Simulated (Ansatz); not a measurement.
**Sb in Ansatz: the effect of functional**

The system is Sb.

```
Sb
1.0
     0.00000    2.37124    2.37124
     2.37124    0.00000    2.37124
     2.37124    2.37124    0.00000
Sb
1
Direct
  0.00000 0.00000 0.00000
```

This isn't the form of Sb at room conditions, which is rhombohedral.

Alike in all runs:

- Program: Ansatz 0.2.0
- Task: projected density of states
- Potentials or basis: Ansatz PAW
- k mesh: 6 × 6 × 6
- Occupations: fermi-dirac, width 0.05 eV
- Spin: no spin polarisation

```tsv
functional	cutoff	pressure (GPa)
LDA	420 eV (not typed: the program's choice for these potentials)	?
PBEsol	420 eV (not typed: the program's choice for these potentials)	-1.2
r2SCAN	500 eV (not typed: the program's choice for these potentials)	1.3
HSE06	420 eV (not typed: the program's choice for these potentials)	-0.2
PBE0	420 eV (not typed: the program's choice for these potentials)	-0.6
r2SCAN0	500 eV (not typed: the program's choice for these potentials)	-0.8
```

Question: What does the run with functional LDA give?

Answer: Pressure -2.3 GPa.

Caveats: all runs use coarse meshes; the PAW data sets come from PBE, with cores solved anew for the run's functional, which leaves a small shift of forces and pressure; the thresholds are loose for stress (some runs).
